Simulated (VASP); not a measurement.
# GaSb (F-43m) in VASP: notebook, part 2 of 2

VASP 6.6.1. The steps go on from the part before.

## 3. Band structure, LDA, spin-orbit coupling, no magnetisation

The input, POSCAR:

```
GaSb
1.0
    0.0000000000      3.0590000000      3.0590000000
    3.0590000000      0.0000000000      3.0590000000
    3.0590000000      3.0590000000      0.0000000000
Sb Ga
1 1
Direct
    0.7500000000      0.7500000000      0.7500000000
    0.0000000000      0.0000000000      0.0000000000
```

The input, INCAR.step1:

```
PREC = Accurate
ENCUT = 520
EDIFF = 1E-6
ISMEAR = -1
SIGMA = 0.05
LREAL = False
LASPH = True
NELM = 80
ALGO = Normal
ISIF = 2
LWAVE = False
LCHARG = True
MAGMOM = 0 0 0 0 0 0
LORBIT = 11
LSORBIT = True
GGA_COMPAT = False
GGA = CA
```

The input, KPOINTS.step1:

```
Automatic mesh
0
Gamma
  6 6 6
```

The input, INCAR.step2:

```
PREC = Accurate
ENCUT = 520
EDIFF = 1E-6
ISMEAR = 0
SIGMA = 0.05
LREAL = False
LASPH = True
NELM = 80
ALGO = Normal
ISIF = 2
LWAVE = False
LCHARG = False
MAGMOM = 0 0 0 0 0 0
LORBIT = 11
LSORBIT = True
GGA_COMPAT = False
GGA = CA
ICHARG = 11
```

The input, KPOINTS.step2:

```
path GXWKGLUWLK,UX
15
line-mode
reciprocal
 0.0000000000  0.0000000000  0.0000000000  G
 0.5000000000  0.0000000000  0.5000000000  X

 0.5000000000  0.0000000000  0.5000000000  X
 0.5000000000  0.2500000000  0.7500000000  W

 0.5000000000  0.2500000000  0.7500000000  W
 0.3750000000  0.3750000000  0.7500000000  K

 0.3750000000  0.3750000000  0.7500000000  K
 0.0000000000  0.0000000000  0.0000000000  G

 0.0000000000  0.0000000000  0.0000000000  G
 0.5000000000  0.5000000000  0.5000000000  L

 0.5000000000  0.5000000000  0.5000000000  L
 0.6250000000  0.2500000000  0.6250000000  U

 0.6250000000  0.2500000000  0.6250000000  U
 0.5000000000  0.2500000000  0.7500000000  W

 0.5000000000  0.2500000000  0.7500000000  W
 0.5000000000  0.5000000000  0.5000000000  L

 0.5000000000  0.5000000000  0.5000000000  L
 0.3750000000  0.3750000000  0.7500000000  K

 0.6250000000  0.2500000000  0.6250000000  U
 0.5000000000  0.0000000000  0.5000000000  X
```

Potentials or basis: VASP PAW LDA potentials, release 64 (Sb, Ga_d).

The run is started by

```bash
$ cat potpaw_LDA.64/Sb/POTCAR potpaw_LDA.64/Ga_d/POTCAR > POTCAR
$ cp INCAR.step1 INCAR
$ cp KPOINTS.step1 KPOINTS
$ mpirun -np 1 vasp_ncl > vasp.out
$ cp INCAR.step2 INCAR
$ cp KPOINTS.step2 KPOINTS
$ mpirun -np 1 vasp_ncl > vasp.out
```

OUTCAR:

```text
PREC = Accurate
   ENCUT = 520
   EDIFF = 1E-6
   ISMEAR = 0
   LREAL = False
   LASPH = True
   NELM = 80
   ISIF = 2
   LORBIT = 11
   LSORBIT = True
   GGA = CA
   ICHARG = 11

 ion  position               nearest neighbor table
   1  0.750  0.750  0.750-   2 2.65   2 2.65   2 2.65   2 2.65
   2  0.000  0.000  0.000-   1 2.65   1 2.65   1 2.65   1 2.65

  LATTYP: Found a face centered cubic cell.
 ALAT       =     6.1180000000

  Lattice vectors:

 A1 = (   0.0000000000,   3.0590000000,   3.0590000000)
 A2 = (   3.0590000000,   0.0000000000,   3.0590000000)
 A3 = (   3.0590000000,   3.0590000000,   0.0000000000)

Analysis of symmetry for initial positions (statically):
=====================================================================
 Subroutine PRICEL returns:
 Original cell was already a primitive cell.

 Routine SETGRP: Setting up the symmetry group for a
 face centered cubic supercell.

 Subroutine GETGRP returns: Found 24 space group operations
 (whereof 24 operations were pure point group operations)
 out of a pool of 48 trial point group operations.

The static configuration has the point symmetry T_d .

Analysis of symmetry for dynamics (positions and initial velocities):
=====================================================================
 Subroutine PRICEL returns:
 Original cell was already a primitive cell.

 Routine SETGRP: Setting up the symmetry group for a
 face centered cubic supercell.

 Subroutine GETGRP returns: Found 24 space group operations
 (whereof 24 operations were pure point group operations)
 out of a pool of 48 trial point group operations.

The dynamic configuration has the point symmetry T_d .
[... 877 lines left out ...]

 POSITION                                       TOTAL-FORCE (eV/Angst)
 -----------------------------------------------------------------------------------
      4.58850      4.58850      4.58850         0.000000     -0.000000     -0.000000
      0.00000      0.00000      0.00000        -0.000000      0.000000      0.000000
 -----------------------------------------------------------------------------------
    total drift:                               -0.000000     -0.000000     -0.000000

  FREE ENERGIE OF THE ION-ELECTRON SYSTEM (eV)
  ---------------------------------------------------
  free  energy   TOTEN  =        -8.8527613272 eV

  energy  without entropy=       -8.8512737416  energy(sigma->0) =       -8.85201753

 Spin-Orbit-Coupling matrix elements

 Ion:    1  E_soc:     -0.1448602
 l=   1
     0.0000000    -0.0239694    -0.0239694
    -0.0239694     0.0000000    -0.0239694
    -0.0239694    -0.0239694     0.0000000
 l=   2
     0.0000000    -0.0000723     0.0000000    -0.0000723    -0.0001017
    -0.0000723     0.0000000    -0.0000763    -0.0000723    -0.0000254
     0.0000000    -0.0000763     0.0000000    -0.0000763     0.0000000
    -0.0000723    -0.0000723    -0.0000763     0.0000000    -0.0000254
    -0.0001017    -0.0000254     0.0000000    -0.0000254     0.0000000
 l=   3
     0.0000000     0.0000000     0.0000000     0.0000000     0.0000000     0.0000000     0.0000000
     0.0000000     0.0000000     0.0000000     0.0000000     0.0000000     0.0000000     0.0000000
     0.0000000     0.0000000     0.0000000     0.0000000     0.0000000     0.0000000     0.0000000
     0.0000000     0.0000000     0.0000000     0.0000000     0.0000000     0.0000000     0.0000000
     0.0000000     0.0000000     0.0000000     0.0000000     0.0000000     0.0000000     0.0000000
     0.0000000     0.0000000     0.0000000     0.0000000     0.0000000     0.0000000     0.0000000
     0.0000000     0.0000000     0.0000000     0.0000000     0.0000000     0.0000000     0.0000000

 Ion:    2  E_soc:     -0.0125427
 l=   1
     0.0000000    -0.0012855    -0.0012855
    -0.0012855     0.0000000    -0.0012855
    -0.0012855    -0.0012855     0.0000000
 l=   2
     0.0000000    -0.0001324     0.0000000    -0.0001324    -0.0006726
    -0.0001324     0.0000000    -0.0005045    -0.0001324    -0.0001682
     0.0000000    -0.0005045     0.0000000    -0.0005045     0.0000000
    -0.0001324    -0.0001324    -0.0005045     0.0000000    -0.0001682
    -0.0006726    -0.0001682     0.0000000    -0.0001682     0.0000000
 l=   3
     0.0000000     0.0000000     0.0000000     0.0000000     0.0000000     0.0000000     0.0000000
     0.0000000     0.0000000     0.0000000     0.0000000     0.0000000     0.0000000     0.0000000
     0.0000000     0.0000000     0.0000000     0.0000000     0.0000000     0.0000000     0.0000000
     0.0000000     0.0000000     0.0000000     0.0000000     0.0000000     0.0000000     0.0000000
     0.0000000     0.0000000     0.0000000     0.0000000     0.0000000     0.0000000     0.0000000
     0.0000000     0.0000000     0.0000000     0.0000000     0.0000000     0.0000000     0.0000000
     0.0000000     0.0000000     0.0000000     0.0000000     0.0000000     0.0000000     0.0000000

 total charge

# of ion       s       p       d       tot
------------------------------------------
    1        1.142   1.359   0.026   2.527
    2        0.926   0.761   9.961  11.648
--------------------------------------------------
tot          2.068   2.120   9.987  14.175

 magnetization (x)

# of ion       s       p       d       tot
------------------------------------------
    1        0.000  -0.000   0.000  -0.000
    2        0.000   0.000  -0.000   0.000
--------------------------------------------------
tot          0.000   0.000   0.000   0.000

 magnetization (y)

# of ion       s       p       d       tot
------------------------------------------
    1        0.000   0.000   0.000   0.000
    2        0.000   0.000   0.000   0.000
--------------------------------------------------
tot          0.000   0.000   0.000   0.000

 magnetization (z)

# of ion       s       p       d       tot
------------------------------------------
    1        0.000   0.000   0.000   0.000
    2        0.000   0.000  -0.000   0.000
--------------------------------------------------
tot          0.000   0.000  -0.000   0.000
```

OUTCAR.step1:

```text
PREC = Accurate
   ENCUT = 520
   EDIFF = 1E-6
   ISMEAR = -1
   LREAL = False
   LASPH = True
   NELM = 80
[... 943 lines left out ...]
tot         -0.000   0.000   0.000   0.000

 magnetization (y)

# of ion       s       p       d       tot
------------------------------------------
    1       -0.000   0.000   0.000   0.000
    2        0.000   0.000   0.000   0.000
--------------------------------------------------
tot         -0.000   0.000   0.000   0.000

 magnetization (z)

# of ion       s       p       d       tot
------------------------------------------
    1        0.000   0.000   0.000   0.000
    2        0.000  -0.000   0.000   0.000
--------------------------------------------------
tot          0.000  -0.000   0.000   0.000
```

Run time: 2.6 min. Hardware: 1 thread of AMD EPYC 9R45 (Zen 5), shared host; peak memory 0.44 GiB.

Caveat: the log is that of the step along the path at fixed density, whose energy, stress, charges and moments have no meaning.

## 4. Band structure, PBEsol

POSCAR is that of step 3.

The input, INCAR.step1:

```
  PREC = Accurate
  ENCUT = 520
  EDIFF = 1E-6
  ISMEAR = -1
  SIGMA = 0.05
  LREAL = False
  LASPH = True
  NELM = 60
  ALGO = Normal
  ISIF = 2
  LWAVE = False
  LCHARG = True
  GGA = PS
```

The input, KPOINTS.step1:

```
regular mesh
0
Gamma
  8 8 8
```

The input, INCAR.step2:

```
  PREC = Accurate
  ENCUT = 520
  EDIFF = 1E-6
  ISMEAR = 0
  SIGMA = 0.05
  LREAL = False
  LASPH = True
  NELM = 60
  ALGO = Normal
  ISIF = 2
  LWAVE = False
  LCHARG = False
  GGA = PS
  ICHARG = 11
```

KPOINTS.step2, as its differences from that of step 3:

```diff
@@ -1,3 +1,3 @@
 path GXWKGLUWLK,UX
-15
+10
 line-mode
```

Potentials or basis: VASP PAW PBE potentials, release 64 (Sb, Ga_d).

The run is started by

```bash
$ cat potpaw_PBE.64/Sb/POTCAR potpaw_PBE.64/Ga_d/POTCAR > POTCAR
$ cp INCAR.step1 INCAR
$ cp KPOINTS.step1 KPOINTS
$ mpirun -np 1 vasp_std > vasp.out
$ cp INCAR.step2 INCAR
$ cp KPOINTS.step2 KPOINTS
$ mpirun -np 1 vasp_std > vasp.out
```

OUTCAR:

```text
PREC = Accurate
   ENCUT = 520
   EDIFF = 1E-6
   ISMEAR = 0
   LREAL = False
   LASPH = True
   NELM = 60
   ISIF = 2
   GGA = PS
   ICHARG = 11

 ion  position               nearest neighbor table
   1  0.750  0.750  0.750-   2 2.65   2 2.65   2 2.65   2 2.65
   2  0.000  0.000  0.000-   1 2.65   1 2.65   1 2.65   1 2.65

  LATTYP: Found a face centered cubic cell.
 ALAT       =     6.1180000000

  Lattice vectors:

 A1 = (   0.0000000000,   3.0590000000,   3.0590000000)
[... 564 lines left out ...]
------------------------ aborting loop because EDIFF is reached ----------------------------------------

  FORCE on cell =-STRESS in cart. coord.  units (eV):
  Direction    XX          YY          ZZ          XY          YZ          ZX
  --------------------------------------------------------------------------------------
  -------------------------------------------------------------------------------------
  Total        0.0103057      0.0103057      0.0103057     -0.0000000      0.0000000     -0.0000000
  in kB        0.2884154      0.2884154      0.2884154     -0.0000000      0.0000000     -0.0000000
  external PRESSURE =       0.2884154 kB  Pullay stress =       0.0000000 kB

 VOLUME and BASIS-vectors are now :
 -----------------------------------------------------------------------------
  energy-cutoff  :      520.00
  volume of cell :       57.25
      direct lattice vectors                 reciprocal lattice vectors
     0.000000000  3.059000000  3.059000000    -0.163452109  0.163452109  0.163452109
     3.059000000  0.000000000  3.059000000     0.163452109 -0.163452109  0.163452109
     3.059000000  3.059000000  0.000000000     0.163452109  0.163452109 -0.163452109

 POSITION                                       TOTAL-FORCE (eV/Angst)
 -----------------------------------------------------------------------------------
      4.58850      4.58850      4.58850         0.000000     -0.000000      0.000000
      0.00000      0.00000      0.00000        -0.000000      0.000000     -0.000000
 -----------------------------------------------------------------------------------
    total drift:                               -0.000000     -0.000000     -0.000000

  FREE ENERGIE OF THE ION-ELECTRON SYSTEM (eV)
  ---------------------------------------------------
  free  energy   TOTEN  =        -8.2316946631 eV

  energy  without entropy=       -8.2289223370  energy(sigma->0) =       -8.23030850
```

Run time: 27 s. Hardware: 1 thread of AMD EPYC 9R45 (Zen 5), shared host; peak memory 0.2 GiB.

Results:

| Quantity | Value |
| --- | --- |
| Band gap along the path | none (metal or under the smearing width) |

Levels at the corners of the path, in eV from the Fermi level:
```tsv
point	band 6	band 7	band 8	band 9	band 10	band 11	band 12	band 13
Γ	-11.56	-0.06	-0.06	-0.06	-0.06	2.70	2.70	2.70
X	-9.10	-6.89	-2.64	-2.64	0.78	1.10	8.61	8.61
X	-9.10	-6.89	-2.64	-2.64	0.78	1.10	8.61	8.61
W	-9.05	-6.75	-3.43	-3.21	3.61	4.19	4.31	4.62
W	-9.05	-6.75	-3.43	-3.21	3.61	4.19	4.31	4.62
K	-9.16	-6.71	-3.70	-2.26	1.28	3.77	6.50	6.74
K	-9.16	-6.71	-3.70	-2.26	1.28	3.77	6.50	6.73
Γ	-11.56	-0.06	-0.06	-0.06	-0.06	2.70	2.70	2.70
Γ	-11.56	-0.06	-0.06	-0.06	-0.06	2.70	2.70	2.70
L	-9.93	-6.45	-1.21	-1.21	0.29	3.66	3.66	6.26
L	-9.93	-6.45	-1.21	-1.21	0.29	3.66	3.66	6.26
U	-9.16	-6.71	-3.70	-2.26	1.28	3.77	6.50	6.73
U	-9.16	-6.71	-3.70	-2.26	1.28	3.77	6.50	6.73
W	-9.05	-6.75	-3.43	-3.21	3.61	4.19	4.31	4.62
W	-9.05	-6.75	-3.43	-3.21	3.61	4.19	4.31	4.62
L	-9.93	-6.45	-1.21	-1.21	0.29	3.66	3.66	6.26
L	-9.93	-6.45	-1.21	-1.21	0.29	3.66	3.66	6.26
K	-9.16	-6.71	-3.70	-2.26	1.28	3.77	6.50	6.73
U	-9.16	-6.71	-3.70	-2.26	1.28	3.77	6.50	6.73
X	-9.10	-6.89	-2.64	-2.64	0.78	1.10	8.61	8.61
```

Caveat: the log is that of the step along the path at fixed density, whose energy, stress, charges and moments have no meaning; the PAW data sets were made with another functional, which shifts forces and pressure a little; spin-orbit coupling is left out, which moves the levels of the heavy elements; this crystal is a semiconductor, whose small gap the functional closes, so the metal is an error of the method.

## 5. Band structure, SCAN0

POSCAR is that of step 4.

The input, INCAR.step1:

```
SYSTEM = GaSb
ALGO = Normal ; EDIFF = 1E-5
ENCUT = 520 ; GGA = PE
ISIF = 2 ; ISMEAR = -1
LASPH = .True. ; LCHARG = .False.
LREAL = .False. ; LWAVE = .True.
NBANDS = 16 ; NELM = 60
PREC = Accurate ; SIGMA = 0.05
```

The input, INCAR.step2:

```
SYSTEM = GaSb
AEXX = 0.25 ; ALGO = Normal
EDIFF = 1E-6 ; ENCUT = 520
HFRCUT = -1 ; ISIF = 2
ISMEAR = -1 ; ISTART = 1
LASPH = .True. ; LCHARG = .False.
LHFCALC = .True. ; LMIXTAU = .True.
LREAL = .False. ; LWAVE = .False.
METAGGA = SCAN ; NBANDS = 16
NELM = 60 ; PREC = Accurate
PRECFOCK = Fast ; SIGMA = 0.05
```

The input, KPOINTS:

```
k-points
0
Gamma
  4 4 4
  0 0 0
```

The input, KPOINTS_OPT:

```
path GXWKGLUWLK,UX
10
line-mode
reciprocal
 0.0000000000  0.0000000000  0.0000000000  G
 0.5000000000  0.0000000000  0.5000000000  X

 0.5000000000  0.0000000000  0.5000000000  X
 0.5000000000  0.2500000000  0.7500000000  W

 0.5000000000  0.2500000000  0.7500000000  W
 0.3750000000  0.3750000000  0.7500000000  K

 0.3750000000  0.3750000000  0.7500000000  K
 0.0000000000  0.0000000000  0.0000000000  G

 0.0000000000  0.0000000000  0.0000000000  G
 0.5000000000  0.5000000000  0.5000000000  L

 0.5000000000  0.5000000000  0.5000000000  L
 0.6250000000  0.2500000000  0.6250000000  U

 0.6250000000  0.2500000000  0.6250000000  U
 0.5000000000  0.2500000000  0.7500000000  W

 0.5000000000  0.2500000000  0.7500000000  W
 0.5000000000  0.5000000000  0.5000000000  L

 0.5000000000  0.5000000000  0.5000000000  L
 0.3750000000  0.3750000000  0.7500000000  K

 0.6250000000  0.2500000000  0.6250000000  U
 0.5000000000  0.0000000000  0.5000000000  X
```

The run is started by

```bash
$ cat potpaw_PBE.64/Sb/POTCAR potpaw_PBE.64/Ga_d/POTCAR > POTCAR
$ cp INCAR.step1 INCAR
$ mpirun -np 1 vasp_std > vasp.out
$ cp INCAR.step2 INCAR
$ mpirun -np 1 vasp_std > vasp.out
```

It took 34 min on 1 thread of Intel Xeon Platinum 8488C (Sapphire Rapids), shared host; peak memory 0.22 GiB.

It converged, with:

- Free energy: -44.5703 eV
- Pressure: -1.3 GPa
- Band gap on the k mesh: 1.55 eV, direct
- Band gap along the path: 1.55 eV, direct

Levels at the corners of the path, in eV from the valence-band top:
| point | band 5 | band 6 | band 7 | band 8 | band 9 | band 10 | band 11 | band 12 | band 13 | band 14 |
| --- | --- | --- | --- | --- | --- | --- | --- | --- | --- | --- |
| Γ | -18.05 | -13.00 | 0.00 | 0.00 | 0.00 | 1.55 | 4.20 | 4.20 | 4.20 | 7.52 |
| X | -18.05 | -10.15 | -7.70 | -2.93 | -2.93 | 2.21 | 2.52 | 10.87 | 10.87 | 12.24 |
| X | -18.05 | -10.15 | -7.70 | -2.93 | -2.93 | 2.21 | 2.52 | 10.87 | 10.87 | 12.24 |
| W | -18.05 | -10.08 | -7.53 | -3.76 | -3.49 | 5.37 | 5.80 | 6.09 | 6.30 | 12.07 |
| W | -18.05 | -10.08 | -7.53 | -3.76 | -3.49 | 5.37 | 5.80 | 6.09 | 6.30 | 12.07 |
| K | -18.05 | -10.21 | -7.47 | -4.07 | -2.50 | 2.74 | 5.45 | 8.53 | 8.73 | 9.35 |
| K | -18.05 | -10.21 | -7.47 | -4.07 | -2.50 | 2.74 | 5.45 | 8.53 | 8.73 | 9.35 |
| Γ | -18.05 | -13.00 | 0.00 | 0.00 | 0.00 | 1.55 | 4.20 | 4.20 | 4.20 | 7.52 |
| Γ | -18.05 | -13.00 | 0.00 | 0.00 | 0.00 | 1.55 | 4.20 | 4.20 | 4.20 | 7.52 |
| L | -18.05 | -11.12 | -7.19 | -1.32 | -1.32 | 1.76 | 5.27 | 5.27 | 8.14 | 11.33 |
| L | -18.05 | -11.12 | -7.19 | -1.32 | -1.32 | 1.76 | 5.27 | 5.27 | 8.14 | 11.33 |
| U | -18.05 | -10.21 | -7.47 | -4.07 | -2.50 | 2.74 | 5.45 | 8.53 | 8.73 | 9.35 |
| U | -18.05 | -10.21 | -7.47 | -4.07 | -2.50 | 2.74 | 5.45 | 8.53 | 8.73 | 9.35 |
| W | -18.05 | -10.08 | -7.53 | -3.76 | -3.49 | 5.37 | 5.80 | 6.09 | 6.30 | 12.07 |
| W | -18.05 | -10.08 | -7.53 | -3.76 | -3.49 | 5.37 | 5.80 | 6.09 | 6.30 | 12.07 |
| L | -18.05 | -11.12 | -7.19 | -1.32 | -1.32 | 1.76 | 5.27 | 5.27 | 8.14 | 11.33 |
| L | -18.05 | -11.12 | -7.19 | -1.32 | -1.32 | 1.76 | 5.27 | 5.27 | 8.14 | 11.33 |
| K | -18.05 | -10.21 | -7.47 | -4.07 | -2.50 | 2.74 | 5.45 | 8.53 | 8.73 | 9.35 |
| U | -18.05 | -10.21 | -7.47 | -4.07 | -2.50 | 2.74 | 5.45 | 8.53 | 8.73 | 9.35 |
| X | -18.05 | -10.15 | -7.70 | -2.93 | -2.93 | 2.21 | 2.52 | 10.87 | 10.87 | 12.24 |

Caveat: the k mesh is coarse (spacing up to 0.44 Å⁻¹), so the values aren't converged, least of all with exact exchange; the PAW data sets were made with another functional, which shifts forces and pressure a little; spin-orbit coupling is left out, which moves the levels of the heavy elements.

## 6. The runs side by side

```csv
level,potentials or basis,spin,k mesh,grid for exact exchange (PRECFOCK),exchange at q = 0,mesh quality,pressure (GPa)
LDA,"VASP PAW LDA potentials, release 64 (Sb, Ga_d)",off,8 × 8 × 8,-,-,not flagged,-1.6
LDA,"VASP PAW LDA potentials, release 64 (Sb, Ga_d)","SOC, no magnetisation",6 × 6 × 6,-,-,not flagged,-
PBEsol,"VASP PAW PBE potentials, release 64 (Sb, Ga_d)",off,8 × 8 × 8,-,-,not flagged,-
SCAN0,"VASP PAW PBE potentials, release 64 (Sb, Ga_d)",off,4 × 4 × 4,Fast,truncated,coarse,-1.3
```

Alike in all rows: task band structure; cell as given; cutoff (eV) 520; smearing fermi-dirac 0.05 eV.

Caveats: some runs use coarse meshes; spin-orbit coupling is left out, which moves the levels of the heavy elements (some runs); this crystal is a semiconductor, whose small gap the functional closes, so the metal is an error of the method (some runs); the PAW data sets were made with another functional, which shifts forces and pressure a little (some runs).

Total energies depend on the potentials used, so only differences within one code and one set of settings carry meaning.

## 7. Against experiment

Step 2. A measured gap of GaSb is 0.811 eV (direct; 4.2 K; a printed reference work, data compilation); the calculated 0.00 eV misses it by -0.81 eV. Spin-orbit coupling on Ga, Sb is left out. The value is that of LDA, without temperature or zero-point motion. Semilocal functionals fall short of measured gaps as a rule.

Step 4. Against the measured gap of GaSb, 0.811 eV (direct; 4.2 K; a printed reference work, data compilation), the calculated 0.00 eV is off by -0.81 eV. Spin-orbit coupling on Ga, Sb is left out. The value is that of PBEsol, without temperature or zero-point motion. Semilocal functionals fall short of measured gaps as a rule.
